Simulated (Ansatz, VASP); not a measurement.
# One calculation of Se, two programs

The input INCAR:

```
SYSTEM = Se
PREC = Accurate
ENCUT = 520
EDIFF = 1E-6
ISMEAR = -1
SIGMA = 0.1
LREAL = .FALSE.
LASPH = .TRUE.
NELM = 100
ALGO = Normal
ISIF = 2
LWAVE = .FALSE.
LCHARG = .FALSE.
GGA = PS
NBANDS = 9
```

File KPOINTS:

```
regular mesh
0
G
  14 14 14
  0 0 0
```

POSCAR

```
Se
1.0
    0.0000000000      2.1572952383      2.1572952383
    2.1572952383      0.0000000000      2.1572952383
    2.1572952383      2.1572952383      0.0000000000
Se
1
Direct
    0.0000000000      0.0000000000      0.0000000000
```

Input for Ansatz:

```yaml
crystal:
  lattice:
    - [0.0, 2.1572952383, 2.1572952383]
    - [2.1572952383, 0.0, 2.1572952383]
    - [2.1572952383, 2.1572952383, 0.0]
  atoms:
    - { symbol: Se, position: [0.0, 0.0, 0.0] }
hamiltonian:
  xc: pbesol
  pseudopotentials:
    kind: paw
    azcp:
      Se: "pseudopotentials/Se.paw.azcp"
basis:
  ecutwfc: 420
  fft_grid_basis: typed
kpoints:
  mp_grid: { grid: [14, 14, 14], shift: [0, 0, 0] }
magnetization:
  spin_polarized: false
scf:
  occupations: { method: fermi_dirac, width: 0.1 }
  lower_state_search: "off"
output:
  stress: true
```

Alike in both runs: task single point; functional PBEsol; k mesh 14 × 14 × 14; occupations fermi-dirac, width 0.1 eV; no spin polarisation.

|  | VASP | Ansatz |
| --- | --- | --- |
| version | VASP 6.6.1 | Ansatz 0.2.0 |
| potentials or method | VASP PAW PBE potentials, release 64 (Se) | plane waves (420 eV) with PAW, scalar-relativistic |
| plane-wave cutoff (eV) | 520 | 420 |
| valence electrons in the cell | 6 | 16 |

|  | VASP | Ansatz | Ansatz less VASP |
| --- | --- | --- | --- |
| pressure (GPa) | -3.1 | -3.1 | -0.05 |

The two sets of potentials don't hold the same shells in valence. Ansatz warned: «pseudo_functional_mismatch».

Caveats: the PAW data sets were made with another functional, which shifts forces and pressure a little (VASP).
